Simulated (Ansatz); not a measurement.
Hg:

```xyz
1
Lattice="-1.8767 1.8767 1.9168 1.8767 -1.8767 1.9168 1.8767 1.8767 -1.9168" Properties=species:S:1:pos:R:3 pbc="T T T"
Hg    0.0000    0.0000    1.9168
```

- Program: Ansatz 0.2.0
- Task: relaxation of cell and atoms
- Functional: B88-PBE
- Potentials or basis: all-electron PAW datasets made for the crystal
- k mesh: 10 × 10 × 10
- Occupations: fermi-dirac, width 0.005 eV
- Spin: no spin polarisation

At the start: volume 27.01 Å³/atom.

**Question.** How do energy, volume and symmetry change on relaxing?

**Answer.** Over 6 steps the energy falls by 9.2 meV/atom and the volume is 29.74 Å³/atom (+10.1 %); space group I4/mmm (No. 139, to 0.05 Å).

The path:
| step | energy change (eV) | largest force (eV/Å) | volume (Å³) |
| --- | --- | --- | --- |
| 1 | 0.0000 | 0.0000 | 27.01 |
| 2 | -0.0055 | 0.0000 | 27.83 |
| 3 | -0.0083 | 0.0000 | 28.87 |
| 4 | -0.0091 | 0.0000 | 29.47 |
| 5 | -0.0091 | 0.0000 | 29.74 |
| 6 | -0.0092 | 0.0000 | 29.74 |

Final structure:
```yaml
crystal:
  lattice:
    - [-1.93671, 1.93671, 1.98192]
    - [1.93671, -1.93671, 1.98192]
    - [1.93671, 1.93671, -1.98192]
  atoms:
    - { symbol: Hg, position: [0.50000, 0.50000, 0.00000] }
```
